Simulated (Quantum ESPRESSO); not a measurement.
# HfB2 (P6/mmm) in Quantum ESPRESSO: equation of state

How stiff is HfB2 in PBEsol, and what volume does it want? The cell is scaled to several volumes.

Everything below comes from runs of Quantum ESPRESSO 7.5. Logs are shortened: lines on timing, memory, paths and dates and some standing lists are left out, and cuts for length are marked.

## Step 1: The crystal as given

The structure is hexagonal, space group P6/mmm (No. 191). The conventional cell has a = 3.140 Å, b = 3.140 Å, c = 3.480 Å, α = 90.00°, β = 90.00°, γ = 120.00°. Around Hf (site symmetry 6/mmm) lie 12 B at 2.51 Å. Around B (site symmetry -6m2) lie 3 B at 1.81 Å.

## Step 2: Single point, PBEsol, 9.31 Å³/atom

The input, pw.in:

```
&CONTROL
  calculation = 'scf'
  prefix = 'pwscf'
  outdir = './tmp'
  pseudo_dir = './pseudo'
  tprnfor = .true.
  tstress = .true.
  disk_io = 'nowf'
/
&SYSTEM
  ibrav = 0
  nat = 3
  ntyp = 2
  ecutwfc = 45
  ecutrho = 360
  nbnd = 15
  occupations = 'smearing'
  smearing = 'fd'
  degauss = 0.00367493
/
&ELECTRONS
  conv_thr = 6d-10
  electron_maxstep = 120
  mixing_beta = 0.5
/
ATOMIC_SPECIES
Hf   178.4900 hf_pbesol_v1.uspp.F.UPF
B     10.8100 b_pbesol_v1.4.uspp.F.UPF
CELL_PARAMETERS angstrom
   3.0759003814    0.0000000000    0.0000000000
  -1.5379501907    2.6638078698    0.0000000000
   0.0000000000    0.0000000000    3.4089596583
ATOMIC_POSITIONS crystal
Hf     0.0000000000    0.0000000000    0.0000000000
B      0.6666666667    0.3333333333    0.5000000000
B      0.3333333333    0.6666666667    0.5000000000
K_POINTS automatic
10 10 8 0 0 0
```

Potentials or basis: GBRV 1.5 PBEsol.

Launch:

```bash
> OMP_NUM_THREADS=1 mpirun -n 2 pw.x -nk 2 -in pw.in > pw.out
```

pw.out:

```text
This program is part of the open-source Quantum ESPRESSO suite
     for quantum simulation of materials; please cite
[... 6 lines left out ...]
     using ibrav=0 with symmetry is DISCOURAGED, use correct ibrav instead

     K-points division:     npool     =       2
     Subspace diagonalization in iterative solution of the eigenvalue problem:
     a serial algorithm will be used

     G-vector sticks info
     --------------------
     sticks:   dense  smooth     PW     G-vecs:    dense   smooth      PW
     Sum         847     421    127                21801     7743    1329

     Using Slab Decomposition

     bravais-lattice index     =            0
     lattice parameter (alat)  =       5.8126  a.u.
     unit-cell volume          =     188.4923 (a.u.)^3
     number of atoms/cell      =            3
     number of atomic types    =            2
     number of electrons       =        18.00
     number of Kohn-Sham states=           15
     kinetic-energy cutoff     =      45.0000  Ry
     charge density cutoff     =     360.0000  Ry
     scf convergence threshold =      6.0E-10
     mixing beta               =       0.5000
     number of iterations used =            8  plain     mixing
     Exchange-correlation= SLA  PW   PSX  PSC
                           (   1   4  10   8   0   0   0)

     celldm(1)=   5.812609  celldm(2)=   0.000000  celldm(3)=   0.000000
     celldm(4)=   0.000000  celldm(5)=   0.000000  celldm(6)=   0.000000

     crystal axes: (cart. coord. in units of alat)
               a(1) = (   1.000000   0.000000   0.000000 )
               a(2) = (  -0.500000   0.866025   0.000000 )
               a(3) = (   0.000000   0.000000   1.108280 )

     reciprocal axes: (cart. coord. in units 2 pi/alat)
               b(1) = (  1.000000  0.577350 -0.000000 )
               b(2) = (  0.000000  1.154701  0.000000 )
               b(3) = (  0.000000 -0.000000  0.902299 )

     PseudoPot. # 1 for Hf read from file:
     hf_pbesol_v1.uspp.F.UPF
     Pseudo is Ultrasoft + core correction, Zval = 12.0
     Generated by new atomic code, or converted to UPF format
     Using radial grid of  921 points,  8 beta functions with:
                l(1) =   0
                l(2) =   0
                l(3) =   0
                l(4) =   1
                l(5) =   1
                l(6) =   2
                l(7) =   2
                l(8) =   3
     Q(r) pseudized with  6 coefficients,  rinner =    1.200   1.200   1.200
                                                       1.200   1.200   1.200
                                                       1.200

     PseudoPot. # 2 for B  read from file:
     b_pbesol_v1.4.uspp.F.UPF
     Pseudo is Ultrasoft + core correction, Zval =  3.0
     Generated by new atomic code, or converted to UPF format
     Using radial grid of  781 points,  4 beta functions with:
                l(1) =   0
                l(2) =   0
                l(3) =   1
                l(4) =   1
     Q(r) pseudized with  8 coefficients,  rinner =    1.100   1.100   1.100

     atomic species   valence    mass     pseudopotential
     Hf               12.00   178.49000     Hf( 1.00)
     B                 3.00    10.81000     B ( 1.00)

     24 Sym. Ops., with inversion, found

   Cartesian axes

     site n.     atom                  positions (alat units)
         1        Hf     tau(   1) = (   0.0000000   0.0000000   0.0000000  )
         2        B      tau(   2) = (   0.5000000   0.2886751   0.5541401  )
         3        B      tau(   3) = (  -0.0000000   0.5773503   0.5541401  )

     number of k points=    70  Fermi-Dirac smearing, width (Ry)=  0.0037
                       cart. coord. in units 2pi/alat
        k(    1) = (   0.0000000   0.0000000   0.0000000), wk =   0.0025000
        k(    2) = (   0.0000000   0.0000000   0.1127874), wk =   0.0050000
        k(    3) = (   0.0000000   0.0000000   0.2255747), wk =   0.0050000
        k(    4) = (   0.0000000   0.0000000   0.3383621), wk =   0.0050000
        k(    5) = (   0.0000000   0.0000000  -0.4511494), wk =   0.0025000
        k(    6) = (   0.0000000   0.1154701   0.0000000), wk =   0.0150000
[... 62 lines left out ...]
        k(   69) = (   0.3000000   0.5196152   0.3383621), wk =   0.0300000
        k(   70) = (   0.3000000   0.5196152  -0.4511494), wk =   0.0150000

     Dense  grid:    21801 G-vectors     FFT dimensions: (  36,  36,  40)

     Smooth grid:     7743 G-vectors     FFT dimensions: (  25,  25,  27)

     Initial potential from superposition of free atoms

     starting charge      15.9994, renormalised to      18.0000

     negative rho (up, down):  1.187E-01 0.000E+00
     Starting wfcs are   21 randomized atomic wfcs

     Self-consistent Calculation

     iteration #  1     ecut=    45.00 Ry     beta= 0.50
     Davidson diagonalization with overlap
     ethr =  1.00E-02,  avg # of iterations =  2.3

     negative rho (up, down):  1.097E-01 0.000E+00
[... 67 lines left out ...]
     iteration #  9     ecut=    45.00 Ry     beta= 0.50
     Davidson diagonalization with overlap
     ethr =  5.33E-12,  avg # of iterations =  2.0

     negative rho (up, down):  1.117E-01 0.000E+00

     End of self-consistent calculation

          k = 0.0000 0.0000 0.0000 (   973 PWs)   bands (ev):

   -43.8198 -12.7826 -12.2037 -12.2037   3.5034  14.3666  14.5420  14.5420
    14.8438  21.8961  21.8961  22.5726  22.5726  22.8254  22.8254
[... 118 lines left out ...]
   -43.7506 -13.0162 -12.9374 -12.3658   6.8185  10.4627  12.3738  12.5650
    14.9443  21.6320  21.9459  23.2244  24.9143  25.8713  26.7530

          k = 0.0000-0.5774 0.0000 (   968 PWs)   bands (ev):

   -43.7538 -13.1576 -12.6101 -12.4237   7.4919   8.5387  13.2075  14.0845
    14.4859  19.8389  20.4688  23.6431  23.7441  24.2679  25.6529

          k = 0.0000-0.5774 0.1128 (   966 PWs)   bands (ev):

   -43.7524 -13.1490 -12.6560 -12.4181   7.7576   8.2337  13.5569  13.7520
    14.4603  19.3488  21.0970  23.8211  24.3846  24.4302  25.8366

          k = 0.0000-0.5774 0.2256 (   958 PWs)   bands (ev):

   -43.7490 -13.1281 -12.7649 -12.4045   7.6292   8.4817  13.0972  14.0960
    14.2580  19.1162  22.6083  24.0198  24.8379  25.0568  26.5435

          k = 0.0000-0.5774 0.3384 (   966 PWs)   bands (ev):

   -43.7457 -13.1072 -12.8715 -12.3909   7.1361   9.4369  12.5681  13.2180
    14.8318  20.0935  24.1633  24.2403  24.4109  25.2533  26.5915

          k = 0.0000-0.5774-0.4511 (   960 PWs)   bands (ev):

   -43.7443 -13.0984 -12.9148 -12.3852   6.9534  10.0176  12.3733  12.6191
    15.0433  21.9409  22.0700  24.3397  25.4214  25.5144  26.5351

          k = 0.1000 0.1732 0.0000 (   953 PWs)   bands (ev):
[... 196 lines left out ...]
   -43.7372 -12.8990 -12.8902 -12.7230   7.7236   8.7249  12.0288  14.2945
    14.3222  22.4559  23.5444  24.6830  25.1282  25.4613  25.9825

     the Fermi energy is    17.4288 ev

!    total energy              =    -171.48402463 Ry
     estimated scf accuracy    <          9.4E-12 Ry
     smearing contrib. (-TS)   =      -0.00018403 Ry
     internal energy E=F+TS    =    -171.48384061 Ry

     The total energy is F=E-TS. E is the sum of the following terms:
     one-electron contribution =      -2.16211435 Ry
     hartree contribution      =      12.03078502 Ry
     xc contribution           =     -81.61667538 Ry
     ewald contribution        =     -99.73583590 Ry

     convergence has been achieved in   9 iterations

     negative rho (up, down):  1.117E-01 0.000E+00

     Forces acting on atoms (cartesian axes, Ry/au):

     atom    1 type  1   force =     0.00000000    0.00000000    0.00000000
     atom    2 type  2   force =     0.00000000    0.00000000    0.00000000
     atom    3 type  2   force =    -0.00000000   -0.00000000    0.00000000

     Total force =     0.000000     Total SCF correction =     0.000000

     Computing stress (Cartesian axis) and pressure

     negative rho (up, down):  1.117E-01 0.000E+00
          total   stress  (Ry/bohr**3)                   (kbar)     P=      136.08
   0.00097497   0.00000000   0.00000000          143.42        0.00        0.00
   0.00000000   0.00097497   0.00000000            0.00      143.42        0.00
   0.00000000   0.00000000   0.00082515            0.00        0.00      121.38

=------------------------------------------------------------------------------=
   JOB DONE.
=------------------------------------------------------------------------------=
```

Run time: 8.2 s. Hardware: 2 MPI ranks of Arm Neoverse V2, shared host; peak memory 0.26 GiB.

What came out:

```
Free energy            : -2333.1590 eV
Pressure               : 13.6 GPa
Band gap on the k mesh : none (metal or under the smearing width)
```

## Step 3: Single point, PBEsol, 9.51 Å³/atom

Edit pw.in of step 2 so:

```diff
@@ -29,5 +29,5 @@
 CELL_PARAMETERS angstrom
-   3.0759003814    0.0000000000    0.0000000000
-  -1.5379501907    2.6638078698    0.0000000000
-   0.0000000000    0.0000000000    3.4089596583
+   3.0975623654    0.0000000000    0.0000000000
+  -1.5487811827    2.6825676982    0.0000000000
+   0.0000000000    0.0000000000    3.4329672075
 ATOMIC_POSITIONS crystal
```

Potentials or basis: GBRV 1.5 PBEsol.

Launch:

```bash
> OMP_NUM_THREADS=1 mpirun -n 2 pw.x -nk 2 -in pw.in > pw.out
```

Run time: 8.3 s. Hardware: 2 MPI ranks of Arm Neoverse V2, shared host; peak memory 0.26 GiB.

The run converged. Its results:

* Free energy: -2333.1984 eV
* Pressure: 7.2 GPa
* Band gap on the k mesh: none (metal or under the smearing width)

## Step 4: Single point, PBEsol, 9.71 Å³/atom

Edit pw.in of step 3 so:

```diff
@@ -29,5 +29,5 @@
 CELL_PARAMETERS angstrom
-   3.0975623654    0.0000000000    0.0000000000
-  -1.5487811827    2.6825676982    0.0000000000
-   0.0000000000    0.0000000000    3.4329672075
+   3.1189255395    0.0000000000    0.0000000000
+  -1.5594627698    2.7010687497    0.0000000000
+   0.0000000000    0.0000000000    3.4566435916
 ATOMIC_POSITIONS crystal
```

Launch:

```bash
> OMP_NUM_THREADS=1 mpirun -n 2 pw.x -nk 2 -in pw.in > pw.out
```

Run time: 8.6 s. Hardware: 2 MPI ranks of Arm Neoverse V2, shared host; peak memory 0.26 GiB.

Results (log left out):

```
Free energy            : -2333.2151 eV
Pressure               : 1.4 GPa
Band gap on the k mesh : none (metal or under the smearing width)
```

## Step 5: Single point, PBEsol, 9.90 Å³/atom

Edit pw.in of step 4 so:

```diff
@@ -29,5 +29,5 @@
 CELL_PARAMETERS angstrom
-   3.1189255395    0.0000000000    0.0000000000
-  -1.5594627698    2.7010687497    0.0000000000
-   0.0000000000    0.0000000000    3.4566435916
+   3.1400000000    0.0000000000    0.0000000000
+  -1.5700000000    2.7193197679    0.0000000000
+   0.0000000000    0.0000000000    3.4800000000
 ATOMIC_POSITIONS crystal
```

Launch:

```bash
> OMP_NUM_THREADS=1 mpirun -n 2 pw.x -nk 2 -in pw.in > pw.out
```

Run time: 8.7 s. Hardware: 2 MPI ranks of Arm Neoverse V2, shared host; peak memory 0.28 GiB.

The run converged. Its results:

```
Free energy            : -2333.2114 eV
Pressure               : -3.8 GPa
Band gap on the k mesh : none (metal or under the smearing width)
```

## Step 6: Single point, PBEsol, 10.10 Å³/atom

Edit pw.in of step 5 so:

```diff
@@ -29,5 +29,5 @@
 CELL_PARAMETERS angstrom
-   3.1400000000    0.0000000000    0.0000000000
-  -1.5700000000    2.7193197679    0.0000000000
-   0.0000000000    0.0000000000    3.4800000000
+   3.1607953080    0.0000000000    0.0000000000
+  -1.5803976540    2.7373290329    0.0000000000
+   0.0000000000    0.0000000000    3.5030470293
 ATOMIC_POSITIONS crystal
```

Potentials or basis: GBRV 1.5 PBEsol.

Launch:

```bash
> OMP_NUM_THREADS=1 mpirun -n 2 pw.x -nk 2 -in pw.in > pw.out
```

It took 9.1 s on 2 MPI ranks of Arm Neoverse V2, shared host; peak memory 0.28 GiB.

It converged, with:

- Free energy: -2333.1892 eV
- Pressure: -8.6 GPa
- Band gap on the k mesh: none (metal or under the smearing width)

## Step 7: Single point, PBEsol, 10.30 Å³/atom

Edit pw.in of step 6 so:

```diff
@@ -29,5 +29,5 @@
 CELL_PARAMETERS angstrom
-   3.1607953080    0.0000000000    0.0000000000
-  -1.5803976540    2.7373290329    0.0000000000
-   0.0000000000    0.0000000000    3.5030470293
+   3.1813205280    0.0000000000    0.0000000000
+  -1.5906602640    2.7551043948    0.0000000000
+   0.0000000000    0.0000000000    3.5257947253
 ATOMIC_POSITIONS crystal
```

Launch:

```bash
> OMP_NUM_THREADS=1 mpirun -n 2 pw.x -nk 2 -in pw.in > pw.out
```

It took 9.3 s on 2 MPI ranks of Arm Neoverse V2, shared host; peak memory 0.28 GiB.

It converged, with:

* Free energy: -2333.1502 eV
* Pressure: -12.9 GPa
* Band gap on the k mesh: none (metal or under the smearing width)

## Step 8: Single point, PBEsol, 10.50 Å³/atom

Edit pw.in of step 7 so:

```diff
@@ -29,5 +29,5 @@
 CELL_PARAMETERS angstrom
-   3.1813205280    0.0000000000    0.0000000000
-  -1.5906602640    2.7551043948    0.0000000000
-   0.0000000000    0.0000000000    3.5257947253
+   3.2015842624    0.0000000000    0.0000000000
+  -1.6007921312    2.7726533036    0.0000000000
+   0.0000000000    0.0000000000    3.5482526220
 ATOMIC_POSITIONS crystal
```

Launch:

```bash
> OMP_NUM_THREADS=1 mpirun -n 2 pw.x -nk 2 -in pw.in > pw.out
```

Wall time 9.2 s (2 MPI ranks of Arm Neoverse V2, shared host); peak memory 0.28 GiB.

It converged, with:

```
Free energy            : -2333.0960 eV
Pressure               : -16.8 GPa
Band gap on the k mesh : none (metal or under the smearing width)
```

## Step 9: Equation of state, PBEsol

Potentials or basis: GBRV 1.5 PBEsol.

This step only gathers the single runs of the series.

What came out:

* Equilibrium volume: 9.77 Å³/atom
* Bulk modulus at fixed shape and positions: 263 GPa
* Pressure derivative of the bulk modulus: 3.9

Energy against volume, from the lowest point:
```csv
volume (Å³/atom),energy (meV/atom)
9.311,18.70
9.509,5.58
9.707,0.00
9.905,1.23
10.103,8.63
10.301,21.63
10.499,39.71
```

Caveat: the cell was scaled at fixed shape and fractional positions, which overstates the stiffness of a crystal with free parameters, most of all of layers and chains.
